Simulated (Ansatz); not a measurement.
## KNbO3, space group Pm-3m: a short molecular-dynamics run, step by step

Program: Ansatz's Python interface.

Run as a notebook:

In [1]:
```python
import warnings

import ansatz as az
import matplotlib.pyplot as plt
import numpy as np
```

In [2]:
```python
warnings.simplefilter("ignore", az.DeckWarning)
```

In [3]:
```python
lattice = az.Lattice.of(
    (4.029183, 0.0, 0.0),
    (0.0, 4.029183, 0.0),
    (0.0, 0.0, 4.029183),
)
sites = [
    ("K", (0.0, 0.0, 0.0)),
    ("Nb", (0.5, 0.5, 0.5)),
    ("O", (0.0, 0.5, 0.5)),
    ("O", (0.5, 0.0, 0.5)),
    ("O", (0.5, 0.5, 0.0)),
]
knbo3 = az.Crystal(lattice=lattice)
for symbol, position in sites:
    knbo3 = knbo3.atom(symbol, position)
```

In [4]:
```python
# a small cell and a short run: a test of the set-up, no statistics
calc = (
    knbo3.supercell(2, 1, 1).calculation()
    .kpoints(spacing=0.9)
    .pseudopotentials("paw")
    .occupations(az.OccupationsMethod.FERMI_DIRAC, width=50 * az.meV)
    .functional("pbe")
    .md("langevin", timestep=2.0 * az.fs, steps=15, temperature=2000, friction=0.02, seed=127)
)
steps = []
```

In [5]:
```python
def collect(event):
    if event["event"] == "md_step":
        steps.append(event["data"])
```

In [6]:
```python
result = calc.session().plan().execute(on_event=collect)
r = result.report
```

In [7]:
```python
{key: value for key, value in r.items() if isinstance(value, (int, float)) and "ev" in key}
```
Out [7]:
```text
{'n_hpsi_unsolved_levels': 72,
 'gap_by_band_count_ev': 1.200221103602619,
 'fermi_energy_ev': 9.222166067091992,
 'harris_foulkes_ev': -15592.683776913695,
 'scf_correction_max_component_ev_ang': 0.0006089483743491704,
 'free_energy_ev': -15592.683776921818,
 'internal_energy_ev': -15592.683772442648,
 'lagrangian_ev': -15592.683776921818,
 'energy_sigma0_ev': -15592.683774682233,
 'lagrangian_sigma0_ev': -15592.683774682233,
 'lagrangian_above_aufbau_ev': -3.408320002201348e-07,
 'entropy_ts_ev': 4.479169761716947e-06}
```

In [8]:
```python
result.lattice.cell_ang
```
Out [8]:
```text
array([[8.058366, 0.      , 0.      ],
       [0.      , 4.029183, 0.      ],
       [0.      , 0.      , 4.029183]])
```

In [9]:
```python
r["kweights"]
```
Out [9]:
```text
[0.25, 0.25, 0.25, 0.25]
```

In [10]:
```python
for s in steps[::1]:
    print("%3d %7.1f fs  total %.4f eV  T %6.1f K" % (s["step"], s["time_fs"], s["lagrangian_ev"] + s["e_kin_ev"], s["temperature_k"]))
```
```text
  0     0.0 fs  total -15592.9801 eV  T    0.0 K
  1     2.0 fs  total -15592.7750 eV  T  159.1 K
  2     4.0 fs  total -15592.6851 eV  T  230.9 K
  3     6.0 fs  total -15592.3783 eV  T  471.9 K
  4     8.0 fs  total -15592.1333 eV  T  671.1 K
  5    10.0 fs  total -15591.7764 eV  T  965.2 K
  6    12.0 fs  total -15591.5149 eV  T 1190.9 K
  7    14.0 fs  total -15591.6584 eV  T 1109.5 K
  8    16.0 fs  total -15591.6949 eV  T 1113.4 K
  9    18.0 fs  total -15591.5509 eV  T 1243.6 K
 10    20.0 fs  total -15591.3699 eV  T 1390.4 K
 11    22.0 fs  total -15591.4179 eV  T 1343.3 K
 12    24.0 fs  total -15591.5059 eV  T 1239.6 K
 13    26.0 fs  total -15591.5221 eV  T 1158.9 K
 14    28.0 fs  total -15591.2598 eV  T 1244.8 K
 15    30.0 fs  total -15591.1540 eV  T 1183.5 K
```

In [11]:
```python
temperature = np.array([s["temperature_k"] for s in steps])
print(f"mean temperature of the second half {temperature[len(steps) // 2 :].mean():.1f} K")


time = [s["time_fs"] for s in steps]
fig, ax = plt.subplots(figsize=(5, 3))
ax.plot(time, [s["lagrangian_ev"] - steps[0]["lagrangian_ev"] for s in steps], label="potential")
ax.plot(time, [s["e_kin_ev"] for s in steps], label="kinetic")
ax.set(xlabel="time (fs)", ylabel="energy (eV)")
ax.legend()
fig.tight_layout()
fig.savefig("md.png", dpi=100)
```
```text
mean temperature of the second half 1239.7 K
```

In [12]:
```python
print("last positions (A) and velocities (A/fs)")
for site, xyz, vel in zip(result.lattice.sites, steps[-1]["positions_ang"], steps[-1]["velocities_ang_fs"]):
    print(f"{site.symbol:2s}", " ".join(f"{v:8.4f}" for v in xyz), " ", " ".join(f"{v:9.5f}" for v in vel))
```
```text
last positions (A) and velocities (A/fs)
K   -0.0950  -0.0092  -0.0412    -0.00602   0.00655  -0.00007
Nb   1.9122   2.0207   2.1741    -0.00211   0.00010   0.00331
O   -0.0559   2.0626   2.2393    -0.00322  -0.00185   0.00356
O    2.2915  -0.0148   1.8187     0.01009  -0.00871  -0.02222
O    1.6568   1.8546  -0.1197    -0.00983  -0.00904   0.00409
K    3.9805   0.0127  -0.0414     0.00434   0.00532  -0.00097
Nb   6.0481   2.0754   1.9926    -0.00275  -0.00159  -0.00396
O    4.0994   2.0269   1.8801     0.00710  -0.00173  -0.00550
O    5.9997   0.0733   2.1437    -0.00662  -0.00102   0.00621
O    6.3096   2.1736   0.2857     0.00914   0.00845   0.00893
```

Caveats:
- Total energies depend on the potentials; only differences at equal settings carry meaning. A total without «per atom» is that of the cell as typed.
- The run is spin-unpolarised.
- Semilocal gaps usually lie well under measured ones.
- The k-point mesh is coarse, and energy and stress weren't tested for convergence.
- Only differences from the Fermi energy are physical; the zero of the scale is a convention.
- This is a high-temperature or high-pressure form, not the ambient phase.
- In a crystal with a gap the Fermi level's place inside it depends on smearing and mesh.
- The structure comes from a database of computed cells and needn't be a stable or known phase.
- Levels are Kohn-Sham eigenvalues on this mesh, without spin-orbit coupling.
- A small cell, a coarse mesh and a very short run: it shows the set-up and gives no equilibrium averages.
- Run time: 31 s on 1 thread of Arm Neoverse V1, with other jobs on the host, peak memory 0.48 GiB.

(Lines on the test bed's own set-up are left out of the output.)
